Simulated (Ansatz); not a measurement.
# ZrN: the cost of one run

Program: Ansatz 0.2.0. Level of theory: DFT LDA, scalar-relativistic, plane waves, PAW. These are calculated values, not measurements.

4 further runs of the same task are left out: 4 set aside as unsound or not needed.

## 1. The system as given

It takes space group Fm-3m (No. 225, cubic). The conventional cell has a = 4.525 Å, b = 4.525 Å, c = 4.525 Å, α = 90.00°, β = 90.00°, γ = 90.00°. Zr (site symmetry m-3m) has 6 N at 2.26 Å as nearest neighbours. N (site symmetry m-3m) has 6 Zr at 2.26 Å as nearest neighbours.

Structure file:

```
Zr N
1.0
     0.00000    2.26269    2.26269
     2.26269    0.00000    2.26269
     2.26269    2.26269    0.00000
Zr N
1 1
Direct
  0.00000 0.00000 0.00000
  0.50000 0.50000 0.50000
```

It is the result of an earlier relaxation at this level (volume 11.58 Å³/atom; gap on the mesh: none (metal)).

## 2. Relaxing at 12 GPa

What is minimised here is the enthalpy; the energy can go up as the cell is squeezed.

input.yaml

```yaml
crystal:
  lattice:
    - [0.0, 2.262691455, 2.262691455]
    - [2.262691455, 0.0, 2.262691455]
    - [2.262691455, 2.262691455, 0.0]
  atoms:
    - { symbol: Zr, position: [0.0, 0.0, 0.0] }
    - { symbol: "N", position: [0.5, 0.5, 0.5] }
basis:
  ecutwfc: 420
kpoints:
  mp_grid: { grid: [16, 16, 16] }
hamiltonian:
  xc: lda
scf:
  occupations: { method: fermi_dirac, width: 0.15 }
output:
  forces: true
  stress: true
  eigenvalues: true
relax:
  adjacent_minimum: "off"
  f_tol: 0.001
  max_steps: 60
  cell: { stress_tol: 0.02, p_target: 12.0 }
```

Command:

```
> ansatz run input.yaml --threads 1 --pin off --max-ram 3072MiB --backend cpu --events-out ev --progress --plain --runs-dir out
```

**Question.** How long does this run take on 1 thread of Intel Xeon 6975P-C (Granite Rapids), shared host, and how much memory does it need?

About 11 s, with a peak of 0.39 GiB.
